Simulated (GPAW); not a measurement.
**Al in GPAW: the effect of functional**

Crystal: Al.

```
Al
1.0
     0.00000    2.02481    2.02481
     2.02481    0.00000    2.02481
     2.02481    2.02481    0.00000
Al
1
Cartesian
  0.0000 0.0000 0.0000
```

Alike in all runs:

| Property | Result |
| --- | --- |
| Program | GPAW 26.7.0 |
| Task | band structure |
| Cutoff | 600 eV |
| Basis | pw |
| k mesh | 11 × 11 × 11 |
| Occupations | fermi-dirac, width 0.05 eV |
| Spin | no spin polarisation |

| functional | potentials or basis | pressure (GPa) |
| --- | --- | --- |
| LDA | the program's PAW data sets (release 1.2.1) made for this functional | -3.5 |
| PBE | GPAW PAW data sets (gpaw-data 1.2.1) | -0.3 |
| PBEsol | PAW data sets generated in the run's folder for this functional | ? |
| RPBE | the program's PAW data sets (release 1.2.1) made for this functional | 1.2 |
| revPBE | the program's PAW data sets (release 1.2.1) made for this functional | 0.8 |
| BLYP | PAW data sets generated in the run's folder for this functional | 3.0 |
| r2SCAN | GPAW PAW data sets (gpaw-data 1.2.1) | -3.3 |

Question: What does the run with functional PBEsol give?

Answer: Pressure -1.8 GPa.

Caveats: the PAW data sets were made with another functional, which shifts forces and pressure a little (some runs).
